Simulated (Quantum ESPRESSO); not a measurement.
SnO:

```
Sn O
1.0
     3.81370    0.00000    0.00000
     0.00000    3.81370    0.00000
     0.00000    0.00000    4.88691
Sn O
2 2
Cartesian
  1.9068 0.0000 3.7367
  0.0000 1.9068 1.1503
  0.0000 0.0000 0.0000
  1.9068 1.9068 0.0000
```

The cell is a database's computed one.

Base run:

```yaml
Program: Quantum ESPRESSO 7.5
Functional: WC
Potentials_or_basis: PseudoDojo 0.4.1 SR PBE standard
Cutoff: 1143 eV
Density_cutoff: 4572 eV
k_mesh: 6 × 6 × 4, shifted
Occupations: fermi-dirac, width 0.05 eV
Spin: no spin polarisation
```

Its results: pressure 0.4 GPa; largest force 0.228 eV/Å; electronic dielectric tensor (diagonal) 8.27, 8.27, 7.22.

Q: The run is repeated on the same cell with these changes: functional from WC to PBEsol; potentials or basis from PseudoDojo 0.4.1 SR PBE standard to PseudoDojo 0.4.1 SR PBEsol standard. What comes out?

A: Pressure 0.0 GPa; largest force 0.159 eV/Å; electronic dielectric tensor (diagonal) 8.28, 8.28, 7.20.

Caveats: the potentials were made for another functional, which shifts forces and pressure (some runs).
